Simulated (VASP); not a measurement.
BN: single point with r2SCAN-EpsX

The system is BN.

```
CELL_PARAMETERS angstrom
2.49824 0.00000 0.00000
-1.24912 2.16354 0.00000
0.00000 0.00000 6.63570
ATOMIC_POSITIONS crystal
N 0.66667 0.33333 0.25000
N 0.33333 0.66667 0.75000
B 0.66667 0.33333 0.75000
B 0.33333 0.66667 0.25000
```

- Program: VASP 6.6.1
- Task: single point
- Functional: r2SCAN-EpsX
- Potentials or basis: VASP PAW PBE potentials, release 64 (N, B)
- Cutoff: 520 eV
- k mesh: 6 × 6 × 2
- Occupations: tetrahedron
- Spin: no spin polarisation

| Item | Value |
| --- | --- |
| Pressure | -1.8 GPa |
| Band gap on the k mesh | 6.71 eV, indirect (least direct gap 7.21 eV) |

Stress tensor (GPa, compression positive):
```
-2.97  0.00  0.00
 0.00 -2.97  0.00
 0.00  0.00  0.42
```

Levels at points of the mesh, in eV from the valence-band top:
```csv
k point,band 4,band 5,band 6,band 7,band 8,band 9,band 10,band 11,band 12
"(0.00, 0.00, 0.00)",-4.59,-1.56,-1.56,-1.51,-1.51,7.36,13.25,14.57,14.57
"(0.50, 0.00, 0.00)",-10.00,-4.71,-4.64,-1.57,-0.49,6.71,8.31,12.30,12.79
"(0.00, 0.00, 0.50)",-5.89,-1.53,-1.53,-1.53,-1.53,10.02,10.02,14.65,14.65
"(0.50, 0.00, 0.50)",-10.04,-4.67,-4.67,-1.00,-1.00,7.21,7.21,12.78,12.78
```

It took 5.3 min on 1 thread of Intel(R) Xeon(R) Platinum 8488C (Sapphire Rapids), with other jobs on the host, peak memory 0.26 GiB.

Caveat: the k mesh is coarse (spacing up to 0.48 Å⁻¹), so the values aren't converged, least of all with exact exchange; the PAW data sets were made with another functional, which shifts forces and pressure a little. A k mesh can miss the band edges.
